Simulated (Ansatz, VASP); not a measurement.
One calculation of SiC, two programs

```xyz
4
Lattice="3.0477 0.0000 0.0000 -1.5238 2.6394 0.0000 0.0000 0.0000 4.8046" Properties=species:S:1:pos:R:3 pbc="T T T"
Si    0.0000    1.7596    0.0076
Si    1.5238    0.8798    2.4100
C     0.0000    1.7596    1.8422
C     1.5238    0.8798    4.2445
```

Alike in both runs: functional PBE; k mesh 12 × 12 × 6; occupations gaussian, width 0.05 eV; no spin polarisation.

Ansatz relaxed the structure, and its values are those at the end. VASP's run is a single point on that final structure, the one shown.

|  | VASP | Ansatz |
| --- | --- | --- |
| version | VASP 6.6.1 | Ansatz 0.2.0 |
| potentials or method | VASP PAW PBE potentials, release 64 (Si, C) | scalar-relativistic, plane waves, PAW |
| plane-wave cutoff (eV) | 520 | 520 |
| valence electrons in the cell | 16 | 16 |

Ansatz gave:

| Property | Result |
| --- | --- |
| gap on the k mesh at the Fermi level (eV) | 2.17 |
| least direct gap on the mesh (eV) | 3.78 |
| pressure (GPa) | 20.8 |

Which values does VASP return?

gap on the k mesh at the Fermi level (eV): 2.17; least direct gap on the mesh (eV): 3.78; pressure (GPa): 20.7.

Ansatz warned: «stress_scf_threshold_loose».

Caveats: so large a pressure means that the cell lies far from this level's equilibrium, or that cutoff or potentials fall short (VASP). A k mesh can miss the band edges.
